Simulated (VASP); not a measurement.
Here is a VASP 6.6.1 calculation.

The input INCAR:

```
SYSTEM = BaO
PREC     = Accurate       ! precision mode
ENCUT    = 600            ! plane-wave cutoff, eV
EDIFF    = 1E-8           ! SCF threshold, eV
ISMEAR   = 0              ! smearing method
SIGMA    = 0.02           ! smearing width, eV
LREAL    = .FALSE.        ! projectors in reciprocal space
LASPH    = .TRUE.         ! aspherical terms in the spheres
NELM     = 80             ! most SCF steps
ALGO     = Normal         ! electronic algorithm
ISIF     = 2              ! what is computed and relaxed
LWAVE    = .FALSE.        ! write WAVECAR
LCHARG   = .FALSE.        ! write CHGCAR
LEPSILON = .TRUE.         ! dielectric tensor by DFPT
IBRION   = 8              ! ionic algorithm
NSW      = 1              ! ionic steps
```

Contents of KPOINTS:

```
regular mesh
0
G
  8 8 8
  0 0 0
```

File POSCAR:

```
BaO
1.0
    0.0000000000      2.7658300000      2.7658300000
    2.7658300000      0.0000000000      2.7658300000
    2.7658300000      2.7658300000      0.0000000000
Ba O
1 1
Direct
    0.0000000000      0.0000000000      0.0000000000
    0.5000000000      0.5000000000      0.5000000000
```

Potentials or basis: VASP PAW LDA potentials, release 64 (Ba_sv, O).

Launch:

```bash
$ cat potpaw_LDA.64/Ba_sv/POTCAR potpaw_LDA.64/O/POTCAR > POTCAR
$ mpirun -np 1 vasp_std > vasp.out
```

Problem. What does it give for the electronic dielectric tensor (diagonal)?

Solution. 4.36.

Problem. Predict the Born charges (mean of the diagonal).

Solution. Ba +2.77; O -2.77 e.

Problem. Predict the band gap on the k mesh.

Solution. 1.81 eV, direct.

Problem. Predict the highest phonon frequency at Γ, LO-TO splitting left out.

Solution. 93 cm⁻¹.

Born effective charge tensors (e):
atom 1, Ba
```
2.77 0.00 0.00
0.00 2.77 0.00
0.00 0.00 2.77
```
atom 2, O
```
-2.77  0.00  0.00
 0.00 -2.77  0.00
 0.00  0.00 -2.77
```

Caveat: spin-orbit coupling is left out, which moves the levels of the heavy elements. A hybrid or GW would open this gap; LDA tends to underestimate it.
